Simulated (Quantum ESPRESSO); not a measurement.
## CdTe in Quantum ESPRESSO: the effect of target pressure

Crystal: CdTe.

```
CELL_PARAMETERS angstrom
0.00000 3.20500 3.20500
3.20500 0.00000 3.20500
3.20500 3.20500 0.00000
ATOMIC_POSITIONS crystal
Te 0.75000 0.75000 0.75000
Cd 0.00000 0.00000 0.00000
```

Alike in all runs:

- Program: Quantum ESPRESSO 7.5
- Task: phonons
- Functional: LDA
- Potentials or basis: GBRV 1.5 LDA
- Cutoff: 612 eV
- Density cutoff: 4898 eV
- k mesh: 6 × 6 × 6, shifted
- Occupations: fermi-dirac, width 0.05 eV
- Spin: no spin polarisation

Each run relaxes the cell or the atoms first.

Task: One run gave: relaxed volume 25.96 Å³/atom; dielectric constant 8.84 mean; highest phonon frequency 226 cm⁻¹. Which target pressure did it use?
A. 10 GPa
B. 40 GPa
C. 20 GPa
D. 0 GPa
E. 5 GPa

Result: C.

```tsv
target pressure	relaxed volume (Å³/atom)	dielectric constant (mean)	highest phonon frequency (cm⁻¹)
0 GPa	33.14	9.32	150
5 GPa	30.33	8.98	175
10 GPa	28.45	8.87	195
20 GPa	25.96	8.84	226
40 GPa	23.05	9.03	270
```

Caveats: the cell is more than 3 GPa from zero pressure, which shifts response properties (some runs); the volume moved by over 15 % at a fixed basis, so the end points are rough (some runs).
